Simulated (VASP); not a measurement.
Set up this calculation in VASP 6.6.1, as the native input.

| Item | Value |
| --- | --- |
| Task | band structure |
| Functional | PBEsol |
| Potentials or basis | VASP PAW PBE potentials, release 64 (W_sv) |
| Cutoff | 520 eV |
| k mesh | 16 × 16 × 16 |
| Occupations | methfessel-paxton, width 0.1 eV |
| Spin | no spin polarisation |
| Further INCAR settings | ALGO = Normal; EDIFF = 1e-06; NBANDS = 13 |

The structure of W lies in POSCAR:

```
W                                       
1.0
   -1.5776066427      1.5776066427      1.5776066427
    1.5776066427     -1.5776066427      1.5776066427
    1.5776066427      1.5776066427     -1.5776066427
  W             
     1
Direct
     0.0000000000000000    0.0000000000000000    0.0000000000000000
```

The input as run:

INCAR

```
PREC = Accurate ; ENCUT = 520
EDIFF = 1E-6 ; ISMEAR = 1
SIGMA = 0.1 ; LREAL = False
LASPH = True ; NELM = 80
ALGO = Normal ; ISIF = 2
LWAVE = False ; LCHARG = False
LMAXMIX = 4 ; GGA = PS
NBANDS = 13 ; ICORELEVEL = 1
```

KPOINTS

```
Automatic mesh
0
Gamma
  16 16 16
```

KPOINTS_OPT

```
explicit points
94
Reciprocal
 0.0000000000  0.0000000000  0.0000000000 1
 0.0357142857 -0.0357142857  0.0357142857 1
 0.0714285714 -0.0714285714  0.0714285714 1
 0.1071428571 -0.1071428571  0.1071428571 1
 0.1428571429 -0.1428571429  0.1428571429 1
 0.1785714286 -0.1785714286  0.1785714286 1
 0.2142857143 -0.2142857143  0.2142857143 1
 0.2500000000 -0.2500000000  0.2500000000 1
 0.2857142857 -0.2857142857  0.2857142857 1
 0.3214285714 -0.3214285714  0.3214285714 1
 0.3571428571 -0.3571428571  0.3571428571 1
 0.3928571429 -0.3928571429  0.3928571429 1
 0.4285714286 -0.4285714286  0.4285714286 1
 0.4642857143 -0.4642857143  0.4642857143 1
 0.5000000000 -0.5000000000  0.5000000000 1
 0.5000000000 -0.5000000000  0.5000000000 1
 0.4642857143 -0.4642857143  0.5000000000 1
 0.4285714286 -0.4285714286  0.5000000000 1
 0.3928571429 -0.3928571429  0.5000000000 1
 0.3571428571 -0.3571428571  0.5000000000 1
 0.3214285714 -0.3214285714  0.5000000000 1
 0.2857142857 -0.2857142857  0.5000000000 1
 0.2500000000 -0.2500000000  0.5000000000 1
 0.2142857143 -0.2142857143  0.5000000000 1
 0.1785714286 -0.1785714286  0.5000000000 1
 0.1428571429 -0.1428571429  0.5000000000 1
 0.1071428571 -0.1071428571  0.5000000000 1
 0.0714285714 -0.0714285714  0.5000000000 1
 0.0357142857 -0.0357142857  0.5000000000 1
 0.0000000000  0.0000000000  0.5000000000 1
 0.0000000000  0.0000000000  0.5000000000 1
 0.0000000000  0.0000000000  0.4642857143 1
 0.0000000000  0.0000000000  0.4285714286 1
 0.0000000000  0.0000000000  0.3928571429 1
 0.0000000000  0.0000000000  0.3571428571 1
 0.0000000000  0.0000000000  0.3214285714 1
 0.0000000000  0.0000000000  0.2857142857 1
 0.0000000000  0.0000000000  0.2500000000 1
 0.0000000000  0.0000000000  0.2142857143 1
 0.0000000000  0.0000000000  0.1785714286 1
 0.0000000000  0.0000000000  0.1428571429 1
 0.0000000000  0.0000000000  0.1071428571 1
 0.0000000000  0.0000000000  0.0714285714 1
 0.0000000000  0.0000000000  0.0357142857 1
 0.0000000000  0.0000000000  0.0000000000 1
 0.0000000000  0.0000000000  0.0000000000 1
 0.0178571429  0.0178571429  0.0178571429 1
 0.0357142857  0.0357142857  0.0357142857 1
 0.0535714286  0.0535714286  0.0535714286 1
 0.0714285714  0.0714285714  0.0714285714 1
 0.0892857143  0.0892857143  0.0892857143 1
 0.1071428571  0.1071428571  0.1071428571 1
 0.1250000000  0.1250000000  0.1250000000 1
 0.1428571429  0.1428571429  0.1428571429 1
 0.1607142857  0.1607142857  0.1607142857 1
 0.1785714286  0.1785714286  0.1785714286 1
 0.1964285714  0.1964285714  0.1964285714 1
 0.2142857143  0.2142857143  0.2142857143 1
 0.2321428571  0.2321428571  0.2321428571 1
 0.2500000000  0.2500000000  0.2500000000 1
 0.2500000000  0.2500000000  0.2500000000 1
 0.2678571429  0.1964285714  0.2678571429 1
 0.2857142857  0.1428571429  0.2857142857 1
 0.3035714286  0.0892857143  0.3035714286 1
 0.3214285714  0.0357142857  0.3214285714 1
 0.3392857143 -0.0178571429  0.3392857143 1
 0.3571428571 -0.0714285714  0.3571428571 1
 0.3750000000 -0.1250000000  0.3750000000 1
 0.3928571429 -0.1785714286  0.3928571429 1
 0.4107142857 -0.2321428571  0.4107142857 1
 0.4285714286 -0.2857142857  0.4285714286 1
 0.4464285714 -0.3392857143  0.4464285714 1
 0.4642857143 -0.3928571429  0.4642857143 1
 0.4821428571 -0.4464285714  0.4821428571 1
 0.5000000000 -0.5000000000  0.5000000000 1
 0.2500000000  0.2500000000  0.2500000000 1
 0.2321428571  0.2321428571  0.2678571429 1
 0.2142857143  0.2142857143  0.2857142857 1
 0.1964285714  0.1964285714  0.3035714286 1
 0.1785714286  0.1785714286  0.3214285714 1
 0.1607142857  0.1607142857  0.3392857143 1
 0.1428571429  0.1428571429  0.3571428571 1
 0.1250000000  0.1250000000  0.3750000000 1
 0.1071428571  0.1071428571  0.3928571429 1
 0.0892857143  0.0892857143  0.4107142857 1
 0.0714285714  0.0714285714  0.4285714286 1
 0.0535714286  0.0535714286  0.4464285714 1
 0.0357142857  0.0357142857  0.4642857143 1
 0.0178571429  0.0178571429  0.4821428571 1
 0.0000000000  0.0000000000  0.5000000000 1
 0.0000000000  0.0000000000  0.0000000000 1
 0.5000000000 -0.5000000000  0.5000000000 1
 0.2500000000  0.2500000000  0.2500000000 1
 0.0000000000  0.0000000000  0.5000000000 1
```

Potentials or basis: VASP PAW PBE potentials, release 64 (W_sv).

Run with:

```sh
$ cat potpaw_PBE.64/W_sv/POTCAR > POTCAR
$ mpirun -np 1 vasp_std > vasp.out
```

Results of the run:

```yaml
Pressure: -0.1 GPa
Band_gap_along_the_path: none (metal or under the smearing width)
```

Caveat: the PAW data sets were made with another functional, which shifts forces and pressure a little; spin-orbit coupling is left out, which moves the levels of the heavy elements.

Run time: 12 s on 1 thread of Intel(R) Xeon(R) 6975P-C (Granite Rapids), with other jobs on the host, peak memory 0.15 GiB.
